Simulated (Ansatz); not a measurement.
# CrCuO2: the cost of one run

Computed with Ansatz 0.2.0 (DFT PBE+U, scalar-relativistic, plane waves, PAW, unless a step's input says otherwise).

4 further runs of the same task are left out: 3 that didn't finish, 1 set aside as unsound or not needed.

## Step 1: The starting structure

Symmetry: R-3m, No. 166, trigonal system. Conventional cell: a = 2.973 Å, b = 2.973 Å, c = 17.100 Å, α = 90.00°, β = 90.00°, γ = 120.00°. Cr (site symmetry -3m) is surrounded by 6 O at 1.99 Å. Cu (site symmetry -3m) is surrounded by 2 O at 1.85 Å. O (site symmetry 3m) has 1 Cu at 1.85 Å and 3 Cr at 1.99 Å as nearest neighbours.

Structure file:

```xyz
4
Lattice="1.4867 0.8583 5.7000 -1.4867 0.8583 5.7000 0.0000 -1.7167 5.7000" Properties=species:S:1:pos:R:3 pbc="T T T"
Cr    0.0000    0.0000    8.5500
Cu    0.0000    0.0000    0.0000
O     0.0000    0.0000    1.8454
O     0.0000    0.0000   15.2546
```

Source of the structure: the Crystallography Open Database.

(A quick probe on a coarse mesh, which set the mesh and smearing, is not shown.)

## Step 3: Rough relaxation on the coarse mesh

File input.yaml:

```yaml
crystal:
  lattice:
    - [1.4867000139, 0.8583466533, 5.7]
    - [-1.4867000139, 0.8583466533, 5.7]
    - [0.0, -1.7166933065, 5.7]
  atoms:
    - { symbol: Cr, position: [0.5, 0.5, 0.5], spin: 2.73 }
    - { symbol: Cu, position: [0.0, 0.0, 0.0] }
    - { symbol: O, position: [0.10792, 0.10792, 0.10792] }
    - { symbol: O, position: [0.89208, 0.89208, 0.89208] }
basis:
  ecutwfc: 420
kpoints:
  mp_grid: { grid: [6, 6, 6] }
hamiltonian:
  xc: pbe
  hubbard:
    sites:
      - { species: Cr, l: d, u_eff: 3.7 }
      - { species: Cu, l: d, u_eff: 4.0 }
scf:
  occupations: { method: gaussian, width: 0.1 }
output:
  forces: true
  stress: true
  eigenvalues: true
  populations: true
magnetization:
  spin_polarized: true
relax:
  adjacent_minimum: "off"
  f_tol: 0.05
  max_steps: 80
  cell: { stress_tol: 0.5 }
```

Launch:

```bash
ansatz run input.yaml --threads 1 --pin off --max-ram 2560MiB --backend cpu --events-out ev --progress --plain --runs-dir out
```

What time and memory should one allow on 1 thread of Arm Neoverse V1, shared host?

About 50 s, with a peak of 0.44 GiB.
